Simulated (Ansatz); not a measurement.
Runs of Ansatz 0.2.0 on Na2S. The structure is cubic, space group Fm-3m (No. 225). The conventional cell has a = 6.547 Å, b = 6.547 Å, c = 6.547 Å, α = 90.00°, β = 90.00°, γ = 90.00°. S (site symmetry m-3m) is surrounded by 8 Na at 2.83 Å. Na (site symmetry -43m) has 4 S at 2.83 Å as nearest neighbours. 

```csv
screening (1/Å),gap on the mesh (eV),pressure (GPa)
0.1,3.78,-0.4
0.15,3.62,-0.3
0.4,3.10,(a)
0.2,(b),-0.3
0.6,2.86,-0.1
```

Alike in all rows: task single point; level HSE06 form with a typed share of exact exchange; potentials or basis Ansatz PAW; no spin polarisation; cell as given; k mesh 4 × 4 × 4; cutoff (eV) 420; smearing fermi-dirac 0.05 eV.

**Question.** Fill in the values left out.

**Answer.** (a) -0.2; (b) 3.49.

Caveats: the PAW data sets come from PBE, with cores solved anew for the run's functional, which leaves a small shift of forces and pressure; the thresholds are loose for stress.

